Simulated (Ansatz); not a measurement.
What does this script print? It uses Ansatz 0.2.0 through its Python package.

`kbr_restart.py`:
```python
import argparse

import ansatz as az
from ase import Atoms

config = {
    'xc': 'LDA',
    'smearing': 'fixed',
}

atoms = Atoms(
    ['K', 'Br'],
    scaled_positions=[
        (0.0, 0.0, 0.0),
        (0.5, 0.5, 0.5),
    ],
    cell=[
        (4.043499, 0.0, 0.0),
        (0.0, 4.043499, 0.0),
        (0.0, 0.0, 4.043499),
    ],
    pbc=True,
)
xtal = az.Crystal.from_ase(atoms)

parser = argparse.ArgumentParser()
parser.add_argument('stage', choices=['scf', 'bands'])
stage = parser.parse_args().stage
model = (
    xtal.calculation()
    .kpoints(4)
    .functional(config['xc'])
    .occupations(config['smearing'])
    .pseudopotentials('paw')
)
if stage == 'scf':
    report = model.checkpoint(write='kbr.run').run(threads=1).report
    print(f'F = {report["free_energy_ev"]:.5f} eV after {report["n_iterations"]} iterations, saved')
else:
    points = {'G': (0.0, 0.0, 0.0), 'X': (0.0, 0.5, 0.0), 'M': (0.5, 0.5, 0.0), 'R': (0.5, 0.5, 0.5)}
    out = model.checkpoint(read='kbr.run', post_process_only=True).band_structure(list(points.values()), intervals=1).run(threads=1)
    bands = out.band_structure()
    for label, levels in zip(points, bands.channels[0].eigenvalues_ev - bands.fermi_energy_ev):
        print(f'{label:3s}', ' '.join(f'{e:7.3f}' for e in levels if abs(e) < 6))
```

Running `python kbr_restart.py scf` prints:
```text
DeckWarning: basis.ecutwfc = 420 eV, auto-derived from the records' recommended cutoffs: set by K (normal level)
F = -4193.47648 eV after 6 iterations, saved
```
(Warnings from the package without file and line.)

`python kbr_restart.py bands` gives:
```text
DeckWarning: basis.ecutwfc = 420 eV, auto-derived from the records' recommended cutoffs: set by K (normal level)
G    -0.269  -0.269  -0.269   3.468   5.586   5.586
X    -2.022  -0.244  -0.244
M    -1.422  -1.422   0.000   4.904
R    -1.463  -1.463  -1.463
```
(Warnings from the package without file and line.)

Total energies depend on the potentials; only differences at equal settings carry meaning. A total without «per atom» is that of the cell as typed. This cell is a computed structure, which may not be the phase found in nature. Levels are Kohn-Sham eigenvalues on this mesh, without spin-orbit coupling. Finished in 2.3 s on 1 thread of Arm Neoverse V1, on a shared host, peak memory 0.33 GiB.

(Lines on the test bed's own set-up are left out of the output.)
